The crystal is anatase, a form of TiO₂ in which each titanium atom has six oxygen neighbours. A band gap is the distance between the highest filled and the lowest empty level. The equilibrium volume is where the energy stops falling as the cell changes size, and the bulk modulus tells how sharply the energy curves there. Each is a comparison, between two levels or between neighbouring volumes, so an error does harm only as far as it differs between the things compared.

Anatase TiO₂ (space group I4₁/amd) by several methods, without spin polarization or spin-orbit coupling. Gaps and times are for single points on the cell relaxed with r2SCAN; volumes come from each method's own relaxation or energy curve, and bulk moduli are taken at fixed cell shape. The coarse PBE run uses a 260 eV cutoff and a 4×4×4 k mesh.

| name | kind | band gap (eV) | volume per atom (Å³) | bulk modulus (GPa) | atoms computed | rough processor time, order of size (s) |
| --- | --- | --- | --- | --- | --- | --- |
| PBE coarse-settings | low cutoff and mesh | 2.247 | n/a | n/a | 6 | 2 |
| GFN1-xTB tblite | tight binding | 1.700 | 10.724 | 130.90 | 108 | 8 |
| GFN2-xTB tblite | tight binding | 1.073 | 10.246 | 120.30 | 108 | 10 |
| PBE | semilocal | 2.146 | 11.667 | 205.60 | 6 | 20 |
| PM7 | semi-empirical | 8.070 | n/a | n/a | 108 | 30 |
| PBE SZV | small basis | 1.412 | 11.718 | 212.80 | 6 | 30 |
| r2SCAN | semilocal | 2.527 | 11.398 | 227.50 | 6 | 40 |
| PM6 | semi-empirical | 9.961 | n/a | n/a | 108 | 40 |
| PBE DZVP | small basis | 2.051 | 11.661 | 208.70 | 6 | 70 |
| GLLB-SC | model potential | 4.329 | n/a | n/a | 6 | 100 |

### 1. The first row uses a low cutoff. How badly does its gap suffer?

Hardly at all: it lies 0.10 eV above the gap of the well-converged PBE row. Yet the total energy of the same coarse run is too high by 1.16 eV per atom. Too few plane waves describe the sharp features of the electron cloud near the nuclei poorly, and this raises the total energy. The two levels at the edges of the gap, however, each move by less than a tenth of an electronvolt, the filled one down and the empty one up. Their errors don't cancel here; the gap survives because both are small. Much of the cost probably falls on deeper levels, such as oxygen's 2s and titanium's compact 3s and 3p shells, which the run also treats.

The gap feels only the difference between the errors of its two edges. A limiting case makes this rule plain. If an error raised every level by the same amount, the gap would be exact however wrong the total energy was. A good gap is therefore no proof of a good calculation, and question 3 shows what the low cutoff does spoil.

### 2. The two tight-binding rows give the densest crystals. Are these also the stiffest?

They are the softest. Squeezing a solid normally stiffens it, because its atoms repel more and more steeply. r2SCAN follows this pattern beside PBE, with a volume 2% smaller and a modulus 11% larger. GFN2-xTB has a volume 12% below that of PBE, and yet a modulus 41% lower.

This says something about the kind of error. Suppose that tight binding differed from PBE only by a constant extra pull inward. The crystal would then be pushed up the same energy curve to a smaller volume, where that curve bends more sharply, and would come out stiffer. Since it comes out softer, the curve itself must have another shape. Both methods are fitted to molecules, which say little about how the energy of a dense oxide curves with its volume.

### 3. At the PBE row: can the equilibrium volume be foretold from one calculation on a fixed cell?

Yes, if the stiffness is already known, since one calculation gives only the pressure. A spring under a load serves as a simpler system: it gives way by the load divided by its stiffness. For a crystal the load is the pressure $P$ in the fixed cell, counted positive when the crystal pushes outward, and the stiffness is the bulk modulus $B$. The picture holds for small changes only, since a real crystal grows stiffer when squeezed and softer when stretched.

The modulus is defined by $B=-V\,dP/dV$. Starting from the common cell of volume $V_0$, the crystal must change its volume until $P$ has fallen to zero, which gives

$$V \approx V_0\left(1+\frac{P}{B}\right).$$

The common cell is the one that r2SCAN prefers, with 11.398 Å³ per atom. In it PBE gives an outward pressure of 4.65 GPa, and its modulus is 205.6 GPa. Hence

$$V \approx 11.398\times\left(1+\frac{4.65}{205.6}\right)=11.66\ \text{Å}^3,$$

against 11.667 Å³ in the table. No parameter was adjusted to reach this, but the modulus itself comes from energies at several volumes, so this is a check of consistency and not a forecast. The agreement shows that pressure, modulus and volume belong to one energy curve, not that PBE's curve is the true one.

The estimate weakens as the step grows. For GFN2-xTB it gives 10.45 Å³ where the table has 10.246 Å³, so it misses nearly a fifth of the shrinkage from the common cell. The direction of the miss is what the spring picture leads us to expect. For this method the common cell is strongly stretched, and a stretched crystal is softer than its equilibrium modulus says, so the same pull means a larger change of volume.

The same reasoning exposes the damage in the first row. Its pressure is lower than that of converged PBE by 7.4 GPa, enough to turn an outward push into an inward pull. Divided by PBE's modulus, this is a false shrinkage of about 3.6%, more than the difference between PBE and r2SCAN. The known cause is Pulay stress: when a cell shrinks with a fixed number of plane waves, the waves become shorter and describe the electrons better, so the energy falls for a reason that has nothing to do with bonding. The coarse run also has a thinner k mesh, but that matters little in an insulator, whose bands are either full or empty.

### 4. PM7, and PM6 further down, give gaps of 8 and 10 eV. Why so large?

Both methods give an orbital gap of the Hartree–Fock kind. There an electron in a filled orbital is repelled by all the other electrons, but not by itself. An electron placed in an empty orbital is repelled by every electron already present, one more than before. The empty levels therefore lie high above the filled ones.

For an isolated atom this is a fair description of what it costs to take an electron from one atom and give it to another. In a solid the surrounding electrons move to screen the added charge, and likewise the hole left behind, which makes both steps cheaper. Hartree–Fock orbital energies hold all other electrons frozen and leave out this relief. The large gaps thus tell mostly of this missing relief, and little of anatase. The repulsion in PM6 and PM7 also rests on fitted parameters, which differ between the two, so the distance of nearly 2 eV between their gaps shouldn't be read as physics of the crystal.

### 5. SZV and DZVP use the same functional. Why does the smaller basis harm the gap but not the volume?

SZV allows one function for each valence orbital, so an orbital can't change its radial shape when its atom becomes an ion. DZVP adds a second function and further angular freedom. This step raises the gap by 0.64 eV, which is 87% of what SZV lacks against plane-wave PBE. The volume changes by only half a percent.

By the rule of question 1, the error of SZV must differ between the filled and the empty levels, yet stay nearly the same from one volume to the next. The filled edge in TiO₂ is made mostly of oxygen 2p orbitals, the empty edge mostly of titanium 3d orbitals. Oxygen has gained electrons, and its cloud would like to spread. A rigid basis probably forbids this at a high cost, which lifts the filled edge towards the empty one; the table shows the narrowing, but not which edge moved.

The coarse plane-wave run and SZV thus fail in opposite ways. The first keeps the gap and spoils the pressure, while the second keeps the volume and spoils the gap. To call either simply a poor basis would hide which result can still be used.

### 6. Why does the gap grow from PBE to r2SCAN and then to GLLB-SC?

PBE stands at the opposite limit from Hartree–Fock. Its filled and empty orbitals feel one and the same potential, so the extra cost of adding an electron is left out of the orbital gap. Even the exact potential of this kind would give too small a gap, by an amount called the derivative discontinuity. The true gap lies between no extra cost and the full, unscreened one.

The two other methods move away from the PBE limit by different routes. r2SCAN also uses the kinetic energy density of the orbitals, so its potential is no longer quite the same for all of them, and the gap grows by 0.38 eV. GLLB-SC is built to add an estimate of the discontinuity itself, and arrives at 4.329 eV, about twice the PBE value. All three gaps belong to the same cell, so a change of volume plays no part in these differences.

The measured optical gap of anatase is roughly 3.2 eV, a recalled value. r2SCAN falls about 0.7 eV below it, and GLLB-SC lies about 1.1 eV above. Light, however, creates an electron and a hole that attract each other, and the atoms vibrate; the attraction lowers the measured edge, and the vibrations usually do so too. The electronic gap that these methods aim at is therefore probably somewhat larger, which makes the shortfall of r2SCAN worse and the excess of GLLB-SC milder.

### 7. What would change if zirconium replaced titanium?

The filled edge would still be made of oxygen 2p orbitals and would move little. The empty edge would now be made of zirconium 4d orbitals, which lie higher in energy than titanium's compact 3d orbitals. The gap would be expected to widen. Zirconia is indeed known to have a wider gap than titania, although it normally crystallizes in other structures than anatase. PBE would still place the two edges too close together, because its fault lies in how it treats an added electron and not in the choice of metal.

This matters for the insulating layer under a transistor's gate. Titania stores much charge for a given thickness, but its narrow gap leaves only a low barrier against leaking electrons. A gap that is too small by an electronvolt makes a candidate look leakier than it is. How the gap divides into a barrier for electrons and one for holes depends on the contact with the semiconductor, and a calculation on the bulk crystal can't tell.

### 8. Which digits can be trusted, and does more computing time buy more of them?

For the gap, the answer depends on the question asked. The third decimal of 2.146 eV describes this functional with these settings. A good change of basis, from plane waves to DZVP, already moves the first decimal, and a change of functional moves it by several units. As a statement about real anatase, the PBE gap says little more than that the crystal is an insulator with a gap of a few electronvolts.

Volume and modulus fare better among the density-functional rows. Their volumes agree within 3% and their moduli within about 11%, so the choice among these rows changes the volume by a few tenths of a cubic ångström per atom at most, and leaves the modulus at its rough size. Three of the four rows share the PBE functional, however, so their agreement doesn't tell how far they lie from the real crystal.

More time helps only if it removes the error that fails to cancel. The step from SZV to DZVP does so for the basis, and the gap then comes within 0.1 eV of PBE. It still lies more than 1 eV below the optical gap, because a better basis leads to the answer of the functional, and the functional's own error remains. The coarse run, in turn, is slightly closer to experiment than converged PBE, but only because its basis error happens to point upward.
